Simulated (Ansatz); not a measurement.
## K under changes of volume

One of the cells (76.897 Å³/atom); the others are scaled copies at fixed shape and fractional positions:

```xyz
2
Lattice="4.7624 0.0000 0.0000 -2.3812 4.1244 0.0000 0.0000 0.0000 7.8300" Properties=species:S:1:pos:R:3 pbc="T T T"
K     2.3812    1.3748    5.8725
K     0.0000    2.7496    1.9575
```

This isn't the form of K at room conditions, which is bcc.

| Item | Value |
| --- | --- |
| Program | Ansatz 0.2.0 |
| Functional | PBE |
| Potentials or basis | Ansatz PAW |
| Cutoff | 420 eV (not typed: the program's choice for these potentials) |
| k mesh | 7 × 7 × 4 |
| Occupations | fermi-dirac, width 0.05 eV |
| Spin | no spin polarisation |

```tsv
volume (Å³/atom)	energy over the lowest point (meV/atom)	pressure (GPa)
72.284	0.38	0.1
73.822	0.00	0.0
75.359	0.34	-0.1
76.897	1.33	-0.1
78.435	?	?
79.973	5.02	-0.2
81.511	7.61	-0.3
```

Q: What does the run at 78.435 Å³/atom give?

A: Energy over the lowest point 2.91 meV/atom; pressure -0.2 GPa.

Worked out: A Birch-Murnaghan fit of order 3 (a polynomial in V^(-2/3)) to the other rows has its minimum at 73.84 Å³/atom with B0 = V·E''(V) = 3.6 GPa and B' = 3.9 at fixed shape and positions, which overstates the stiffness. It gives 2.91 meV/atom at 78.435 Å³/atom, against the run's 2.91, and -dE/dV = -0.2 GPa, against -0.2.

Energies are extrapolated to zero smearing.
